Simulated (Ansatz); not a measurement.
Runs of Ansatz 0.2.0 on Ni2H. Symmetry: P-3m1, No. 164, trigonal system. Conventional cell: a = 2.643 Å, b = 2.643 Å, c = 4.308 Å, α = 90.00°, β = 90.00°, γ = 120.00°. Ni (site symmetry 3m) is surrounded by 3 H at 1.83 Å. Around H (site symmetry -3m) lie 6 Ni at 1.83 Å. 

| level | U | hubbard projectors | double counting | gap on the mesh (eV) | pressure (GPa) | moment (μB) | largest force (eV/Å) |
| --- | --- | --- | --- | --- | --- | --- | --- |
| LDA | - | - | - | none | -23.1 | (d) | 0.92 |
| LDA+U | Ni d U = 6 eV | ortho-atomic (the default) | fll (the default) | none | -1.9 | 1.71 | 1.14 |
| LDA+U | Ni d U = 2 eV | ortho-atomic (the default) | fll (the default) | none | -23.4 | (b) | 0.84 |
| LDA+U | Ni d U = 3 eV | ortho-atomic (the default) | fll (the default) | none | -23.4 | (c) | (a) |
| LDA+U | Ni d U = 1 eV | ortho-atomic (the default) | fll (the default) | none | -23.3 | 0.21 | 0.88 |

Alike in all rows: task projected density of states; potentials or basis Ansatz PAW; spin collinear, ferromagnetic start; cell as given; k mesh 11 × 11 × 6; cutoff (eV) 420; smearing fermi-dirac 0.05 eV.

**Question.** Estimate the missing entries.

**Answer.** (a) 0.80; (b) 0.20; (c) 0.17; (d) 0.18.

Caveats: the PAW data sets come from PBE, with cores solved anew for the run's functional, which leaves a small shift of forces and pressure; the density of states is complete only up to the lowest level of the last band computed; the magnetic or orbital state may not be the lowest (some runs); the U is typed as a test and isn't derived for this compound (some runs); forces of over 1 eV/Å show positions far from the minimum, so gaps and moduli don't describe the material at rest (some runs).

A k mesh can miss the band edges.

A gap of «none» marks a metal or a gap under the smearing width.

Not every run made on this cell is shown here.
